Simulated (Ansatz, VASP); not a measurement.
# One calculation of MnS, two programs

The input INCAR:

```
  PREC = Accurate
  ENCUT = 520
  EDIFF = 1E-6
  ISMEAR = -1
  SIGMA = 0.03
  LREAL = False
  LASPH = True
  NELM = 150
  ALGO = Normal
  ISIF = 2
  LWAVE = False
  LCHARG = False
  ISPIN = 2
  MAGMOM = 4.59 4.59 0.15 0.15
  LORBIT = 11
  LMAXMIX = 4
  GGA = PE
  NBANDS = 31
```

File KPOINTS:

```
Automatic mesh
0
Gamma
  6 6 3
```

The input POSCAR:

```
MnS
1.0
    3.9760013000      0.0000000000      0.0000000000
   -1.9880006500      3.4433181300      0.0000000000
    0.0000000000      0.0000000000      6.4320000000
Mn S
2 2
Direct
    0.3333333300      0.6666666700      0.0000000000
    0.6666666700      0.3333333300      0.5000000000
    0.3333333300      0.6666666700      0.3850000000
    0.6666666700      0.3333333300      0.8850000000
```

Input for Ansatz:

```yaml
crystal:
  lattice:
    - [3.9760013, 0.0, 0.0]
    - [-1.98800065, 3.44331813, 0.0]
    - [0.0, 0.0, 6.432]
  atoms:
    - { symbol: Mn, position: [0.33333333, 0.66666667, 0.0] }
    - { symbol: Mn, position: [0.66666667, 0.33333333, 0.5] }
    - { symbol: S, position: [0.33333333, 0.66666667, 0.385] }
    - { symbol: S, position: [0.66666667, 0.33333333, 0.885] }
hamiltonian:
  xc: pbe
  pseudopotentials: { kind: paw }
basis:
  ecutwfc: 420
kpoints:
  mp_grid: { grid: [6, 6, 3] }
scf:
  occupations: { method: fermi_dirac, width: 0.03 }
  lower_state_search: "off"
output:
  forces: true
  stress: true
magnetization:
  spin_polarized: true
```

Alike in both runs: task single point; functional PBE; k mesh 6 × 6 × 3; occupations fermi-dirac, width 0.03 eV; collinear spin.

|  | VASP | Ansatz |
| --- | --- | --- |
| version | VASP 6.6.1 | Ansatz 0.2.0 |
| potentials or method | VASP PAW PBE potentials, release 64 (Mn_pv, S) | PAW, plane waves, scalar-relativistic |
| plane-wave cutoff (eV) | 520 | 420 |
| valence electrons in the cell | 38 | 42 |

|  | VASP | Ansatz | Ansatz less VASP |
| --- | --- | --- | --- |
| pressure (GPa) | 1.4 | 1.4 | -0.03 |
| largest component of the traceless stress (GPa) | 1.25 | 1.23 | -0.017 |
| rms of the force components (eV/Å) | 0.110 | 0.109 | -0.0002 |
| net moment per atom (μB) | 2.49 | 2.49 | 0.000 |
| size of the moment on the site where the two differ most (μB) | 4.36 | 4.18 | -0.180 |

Site moments also hang on the region over which each program counts them. Atom by atom the forces differ by 0.000 eV/Å (rms over components). The two sets of potentials don't hold the same shells in valence. Ansatz warned: «no_starting_moments».
